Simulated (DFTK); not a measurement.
Here is a DFTK 0.8.2 calculation.

The input run.jl:

```julia
using DFTK
using PseudoPotentialData
using Unitful, UnitfulAtomic
using LinearAlgebra, Printf
include("save.jl")
disable_threading()

lines = readlines("SiC.cif")
tag(name) = parse(Float64, split(only(filter(startswith(name), lines)))[2])
a, b, c = tag.(["_cell_length_a", "_cell_length_b", "_cell_length_c"])
α, β, γ = deg2rad.(tag.(["_cell_angle_alpha", "_cell_angle_beta", "_cell_angle_gamma"]))
cx, cy  = cos(β), (cos(α) - cos(β) * cos(γ)) / sin(γ)
lattice = austrip(1u"Å") * [a b*cos(γ) c*cx; 0 b*sin(γ) c*cy; 0 0 c*sqrt(1 - cx^2 - cy^2)]
sites     = split.(lines[findlast(startswith("_atom_site_"), lines)+1:end])
symbols   = [Symbol(s[2]) for s in sites]
positions = [parse.(Float64, s[5:7]) for s in sites]
pseudopotentials = PseudoFamily("dojo.nc.sr.pbesol.v0_4_1.standard.upf")
elements = Dict(s => ElementPsp(s, pseudopotentials) for s in unique(symbols))
atoms    = [elements[s] for s in symbols]

build_model(lattice, positions; symmetries=true) =
    model_DFT(lattice, atoms, positions;
              functionals=PBEsol(),
              temperature=austrip(0.05u"eV"),
              smearing=Smearing.FermiDirac(),
              symmetries)
Ecut  = 41.0  # hartree
kgrid = [6, 6, 3]
tol   = 1e-6
to_GPa = ustrip(uconvert(u"GPa", 1u"hartree/bohr^3"))

results["points"] = []
for scale in [0.94, 0.96, 0.98, 1.0, 1.02, 1.04, 1.06]
    println("\n=== scale = ", scale)
    model = build_model(cbrt(scale) * lattice, positions)
    basis = PlaneWaveBasis(model; Ecut, kgrid)
    t0 = time()
    scfres = self_consistent_field(basis;
                                   tol,
                                   nbandsalg=AdaptiveBands(model; n_bands_converge=13))
    seconds = time() - t0
    @printf "SCF: %d iterations, %.1f s\n" scfres.n_iter seconds
    forces = compute_forces_cart(scfres)
    stress = compute_stresses_cart(scfres)
    @printf "V = %.5f Å^3  F = %.8f Ha  max force = %.5f eV/Å  p = %.4f GPa\n" ustrip(auconvert(u"Å^3", model.unit_cell_volume)) scfres.energies.total ustrip(auconvert(u"eV/Å", maximum(norm, forces))) (-tr(stress) / 3 * to_GPa)
    push!(results["points"], save_scf!(scfres; forces, stress, d=Dict{String,Any}("seconds" => seconds, "n_matvec" => get(scfres, :n_matvec, 0))))
end

# third-order Birch-Murnaghan fit in x = V^(-2/3)
V = [0.94, 0.96, 0.98, 1.0, 1.02, 1.04, 1.06] * abs(det(lattice))
E = [p["total"] for p in results["points"]]
x = V .^ (-2 / 3)
c = [x .^ 0 x x .^ 2 x .^ 3] \ E
Δ = c[3]^2 - 3c[2] * c[4]
if Δ > 0
    x0 = (-c[3] + sqrt(Δ)) / 3c[4]
    B0 = 4 / 9 * x0^(7 / 2) * (2c[3] + 6c[4] * x0)
    @printf "V0 = %.4f Å^3  B0 = %.2f GPa\n" ustrip(auconvert(u"Å^3", x0^(-3 / 2))) B0 * to_GPa
end
```

The input SiC.cif:

```cif
data_SiC
_cell_length_a 3.07600000
_cell_length_b 3.07600000
_cell_length_c 5.04800000
_cell_angle_alpha 90.00000000
_cell_angle_beta 90.00000000
_cell_angle_gamma 120.00000000
_space_group_name_H-M_alt 'P1'
_space_group_name_Hall 'P 1'
_space_group_IT_number 1
loop_
_space_group_symop_operation_xyz
'x,y,z'
loop_
_atom_site_label
_atom_site_type_symbol
_atom_site_symmetry_multiplicity
_atom_site_Wyckoff_symbol
_atom_site_fract_x
_atom_site_fract_y
_atom_site_fract_z
_atom_site_occupancy
Si1 Si 1 a 0.6666666667 0.3333333333 0.5000000000 1
Si2 Si 1 a 0.3333333333 0.6666666667 0.0000000000 1
C1 C 1 a 0.6666666667 0.3333333333 0.8850000000 1
C2 C 1 a 0.3333333333 0.6666666667 0.3850000000 1
```

Potentials or basis: dojo.nc.sr.pbesol.v0_4_1.standard.upf (PBEsol).

Launch:

```bash
$ julia --threads=1 run.jl  # save.jl only writes the numbers to a file and isn't shown; printed stress counts tension as positive; times include loading and compiling
```

Problem. What does it give for the bulk modulus at fixed shape and positions?

Solution. 221 GPa.

Problem. Predict the pressure derivative of the bulk modulus.

Solution. 3.9.

Energy against volume, from the lowest point:
```tsv
volume (Å³/atom)	energy (meV/atom)
9.721	30.11
9.927	13.30
10.134	3.48
10.341	0.00
10.548	2.27
10.755	9.76
10.961	21.98
```

Caveat: the k mesh is coarse (spacing up to 0.41 Å⁻¹), so the values aren't converged; the cell was scaled at fixed shape and fractional positions, which overstates the stiffness of a crystal with free parameters, most of all of layers and chains.
